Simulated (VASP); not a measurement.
Input of a VASP 6.6.1 run:

The input INCAR:

```
SYSTEM = GaN
PREC     = Accurate       ! precision mode
ENCUT    = 520            ! plane-wave cutoff, eV
EDIFF    = 1E-7           ! SCF threshold, eV
ISMEAR   = 0              ! smearing method
SIGMA    = 0.02           ! smearing width, eV
LREAL    = .FALSE.        ! projectors in reciprocal space
LASPH    = .TRUE.         ! aspherical terms in the spheres
NELM     = 100            ! most SCF steps
ALGO     = Normal         ! electronic algorithm
ISIF     = 2              ! what is computed and relaxed
LWAVE    = .FALSE.        ! write WAVECAR
LCHARG   = .FALSE.        ! write CHGCAR
MAGMOM   = 0 0 0 0 0 0 0 0 0 0 0 0 ! initial moments
LORBIT   = 11             ! projections on sites
LSORBIT  = .TRUE.         ! spin-orbit coupling
GGA_COMPAT= .FALSE.      
GGA      = PE             ! functional
NBANDS   = 50             ! bands
KPAR     = 4
```

Contents of KPOINTS:

```
Automatic mesh
0
G
  12 12 6
  0 0 0
```

File POSCAR:

```
GaN                                     
1.0
    3.2186943943      0.0000000000      0.0000000000
   -1.6093471971      2.7874711083      0.0000000000
    0.0000000000      0.0000000000      5.2443324958
  Ga              N             
     2     2
Direct
     0.3333333300000021    0.6666666699999979    0.9991469135533748
     0.6666666699999979    0.3333333300000021    0.4991469135533748
     0.3333333300000021    0.6666666699999979    0.3758530864466252
     0.6666666699999979    0.3333333300000021    0.8758530864466252
```

KPOINTS_OPT

```
path GMKGALHA,LM,KH
15
line-mode
reciprocal
 0.0000000000  0.0000000000  0.0000000000  G
 0.5000000000  0.0000000000  0.0000000000  M

 0.5000000000  0.0000000000  0.0000000000  M
 0.3333333333  0.3333333333  0.0000000000  K

 0.3333333333  0.3333333333  0.0000000000  K
 0.0000000000  0.0000000000  0.0000000000  G

 0.0000000000  0.0000000000  0.0000000000  G
 0.0000000000  0.0000000000  0.5000000000  A

 0.0000000000  0.0000000000  0.5000000000  A
 0.5000000000  0.0000000000  0.5000000000  L

 0.5000000000  0.0000000000  0.5000000000  L
 0.3333333333  0.3333333333  0.5000000000  H

 0.3333333333  0.3333333333  0.5000000000  H
 0.0000000000  0.0000000000  0.5000000000  A

 0.5000000000  0.0000000000  0.5000000000  L
 0.5000000000  0.0000000000  0.0000000000  M

 0.3333333333  0.3333333333  0.0000000000  K
 0.3333333333  0.3333333333  0.5000000000  H
```

Potentials or basis: VASP PAW PBE potentials, release 64 (Ga_d, N).

Command:

```sh
$ cat potpaw_PBE.64/Ga_d/POTCAR potpaw_PBE.64/N/POTCAR > POTCAR
$ mpirun -np 4 vasp_ncl > vasp.out
```

**Question.** What does it give for the net moment?

**Answer.** 0.00 μB per cell.

**Question.** Estimate the pressure.

**Answer.** 0.2 GPa.

Moments on the atoms (μB; x, y, z):
```
Ga  0.00 0.00 0.00
Ga  0.00 0.00 0.00
N   0.00 0.00 0.00
N   0.00 0.00 0.00
```
